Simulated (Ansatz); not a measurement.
Calculated ¹⁷O NMR of the central transition for SiO2

Cell: an entry of the Crystallography Open Database (COD), ions relaxed with PBE at fixed cell.

```cif
data_SiO2
_symmetry_space_group_name_H-M 'P2_13'
_symmetry_Int_Tables_number 198
_cell_length_a 7.1600
_cell_length_b 7.1600
_cell_length_c 7.1600
_cell_angle_alpha 90.000
_cell_angle_beta 90.000
_cell_angle_gamma 90.000
loop_
_atom_site_label
_atom_site_type_symbol
_atom_site_symmetry_multiplicity
_atom_site_Wyckoff_symbol
_atom_site_fract_x
_atom_site_fract_y
_atom_site_fract_z
Si1 Si 4 a 0.2807 0.2807 0.2807
Si5 Si 4 a 0.0206 0.0206 0.0206
O9 O 4 a 0.1505 0.1505 0.1505
O13 O 12 b 0.6398 0.6616 0.0434
```

One atom of each set is listed.

All values are calculated (Ansatz; DFT, PBE, plane waves and PAW, scalar-relativistic, 420 eV cutoff, Γ-centred 4×4×4 k-points, Fermi–Dirac smearing 0.02 eV), not measured.

¹⁷O has I = 5/2 and Q = -25.58 mb (Pyykkö 2018); at 18.8 T its Larmor frequency is ν₀ = 108.6 MHz. Only the quadrupole interaction is simulated: positions count from each site's isotropic chemical shift, and J coupling is left out, as are shift anisotropy and dipolar coupling, which fast spinning averages.

(1) What does the ¹⁷O spectrum (fast magic-angle spinning) show for each site?

## Answers

(1) 

| site | first shell | C_Q (MHz) | η | P_Q (MHz) | δ_QIS (ppm) | breadth (kHz) |
| --- | --- | --- | --- | --- | --- | --- |
| O9 | 2 Si at 1.61 Å, angle 180° | -6.56 | 0.00 | 6.56 | -21.9 | 5.09 |
| O13 | 2 Si at 1.62 Å, angle 146° | -5.99 | 0.18 | 6.02 | -18.4 | 4.50 |

δ_QIS = −(ν_Q²/30ν₀²)[I(I+1) − 3/4](1 + η²/3) × 10⁶ ppm with ν_Q = 3|C_Q|/[2I(2I−1)]; it falls as 1/B₀² in ppm, and the breadth as 1/B₀ in kHz.

An axis of threefold or higher order runs through O9, so V_zz lies along it and η is zero. At O13 V_zz runs parallel to the line that joins its two neighbours (within 1°).

The database positions were far from equilibrium, so the relaxed structure may not be the compound's real one.
